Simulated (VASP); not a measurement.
VASP inputs for InAs (zincblende)

INCAR

```
NELM = 120
ALGO = Normal
LASPH = .TRUE.
ISMEAR = -1
PREC = Accurate
ISIF = 2
EDIFF = 1E-7
ENCUT = 520
IBRION = -1
NSW = 0
LWAVE = .FALSE.
NBANDS = 16
LCHARG = .FALSE.
SIGMA = 0.02
METAGGA = R2SCAN
LREAL = .FALSE.
```

KPOINTS

```
KPOINTS created by Atomic Simulation Environment
0
Gamma
8 8 8
0 0 0
```

KPOINTS_OPT

```
special points
6
Reciprocal
0.0000000000 0.0000000000 0.0000000000 1
0.5000000000 0.0000000000 0.5000000000 1
0.5000000000 0.2500000000 0.7500000000 1
0.3750000000 0.3750000000 0.7500000000 1
0.5000000000 0.5000000000 0.5000000000 1
0.6250000000 0.2500000000 0.6250000000 1
```

POSCAR

```
In As
 1.0000000000000000
     0.0000000000000000    3.0545904682624379    3.0545904682624379
     3.0545904682624379    0.0000000000000000    3.0545904682624379
     3.0545904682624379    3.0545904682624379    0.0000000000000000
 In  As
   1   1
Cartesian
  0.0000000000000000  0.0000000000000000 -0.0000000000000000
  1.5272952341312187  1.5272952341312187  1.5272952341312187
```

VASP ran with the recommended PBE PAW datasets (18 valence electrons in the cell).

Problem. What does this run give?

Solution. gap between bands v and c 0.08 eV; least direct gap 0.08 eV; pressure 0.0 GPa.

Band v is the last that the valence electrons fill when counted band by band, and c is the next. Levels in eV from the top of v:

```
point    v−1      v     c   c+1
    Γ   0.00   0.00  0.08  4.26
    X  -2.29  -2.29  1.87  2.34
    W  -2.91  -2.80  4.46  4.58
    K  -3.21  -1.92  2.42  4.56
    L  -0.97  -0.97  1.25  5.03
```
